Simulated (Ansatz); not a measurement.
Planning a run of Ansatz 0.2.0 on La2O3 (P-3m1). The input:

```yaml
crystal:
  lattice:
    - [4.0880089931, 0.0, 0.0]
    - [-2.0440044966, 3.5403196389, 0.0]
    - [0.0, 0.0, 6.3564316608]
  atoms:
    - { symbol: La, position: [0.6666666667, 0.3333333333, 0.7458524624] }
    - { symbol: La, position: [0.3333333333, 0.6666666667, 0.2541475376] }
    - { symbol: O, position: [0.6666666667, 0.3333333333, 0.3573684346] }
    - { symbol: O, position: [0.3333333333, 0.6666666667, 0.6426315654] }
    - { symbol: O, position: [0.0, 0.0, 0.0] }
kpoints:
  mp_grid: { grid: [6, 6, 2] }
hamiltonian:
  xc: pbe
  pseudopotentials: { kind: paw, azcp: { folder: soft_1 } }
scf:
  occupations: { method: fixed }
gw:
  n_empty_bands: 307
  ecut_chi: 140
  qp_bands: [v2, c2]
  qp_kpoints: band_edges
  screening: { model: contour_deformation }
```

```sh
ansatz run input.yaml --threads 2 --pin off --max-ram 73728MiB --backend cuda --events-out ev --progress --plain --runs-dir out --devices 1 --max-vram 13GiB
```

Q: Estimate wall time and host memory on 1 × NVIDIA H100 80GB HBM3 (shared by 6 runs) with 2 threads of AMD EPYC 7R13 (Zen 3), shared host.

It took 43 s; on shared hardware allow 21 s to 85 s. Peak host memory was 1.4 GiB. The sizes that set the cost: 1785 plane waves a state, 14 irreducible k points, 327 bands summed, 313 plane waves in the screening and 10 SCF cycles.

The screening grows as filled bands × empty bands × pairs of k points, times the square of the screening basis for the matrix.

[Paths, hosts, dates, memory and timing lines, banners, echoed tables and standing remarks are left out of the program output.]

[Logs are printed without paths, hosts, clocks, repeated set-up lines and the standing remarks that a program may print on its own settings, such as how far it seeks lower states.]

[Runs of the session that timed out or met a known fault of the program may be left out.]

[Cells called generated may have been cut or substituted from an entry of the Crystallography Open Database or the Materials Project.]

[Hosts, paths, dates, database ids (printed as entryN), source tags and the programs' standing remarks are cut or masked in the printed files.]
